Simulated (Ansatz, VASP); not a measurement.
**One calculation of HfC, 3 ways**

The starting cell:

```
Hf C
1.0
     0.00000    2.32500    2.32500
     2.32500    0.00000    2.32500
     2.32500    2.32500    0.00000
Hf C
1 1
Direct
  0.50000 0.50000 0.50000
  0.00000 0.00000 0.00000
```

Alike in all runs: task relaxation of cell and atoms; functional revPBE; dispersion D4; k mesh 10 × 10 × 10; occupations fermi-dirac, width 0.05 eV; no spin polarisation; no spin-orbit coupling.

```csv
program and potentials,plane-wave cutoff (eV),notes,equilibrium volume (Å³/atom)
"Ansatz, Ansatz PAW",420,"potentials made for PBE, which Ansatz adapts in part; 15 valence electrons an atom on average",12.38
"VASP, PBE PAW files C, Hf_pv, 600 eV",600,potentials made for PBE; 7 valence electrons an atom on average,12.34
"Ansatz, all-electron LAPW, scalar-relativistic",-,-,12.38
```

The equilibrium volume spans 12.34 (VASP, PBE PAW files C, Hf_pv, 600 eV) to 12.38 Å³/atom (Ansatz, all-electron LAPW, scalar-relativistic), with all-electron results at 12.38. Some sets were made for another functional than the one run, which can shift their rows. Relaxations stop with a little pressure left, so the last digit of a volume isn't settled.

The functional is the same throughout but for its coding, so the spread measures potentials, basis and numerics; runs on potential files found faulty are left out.
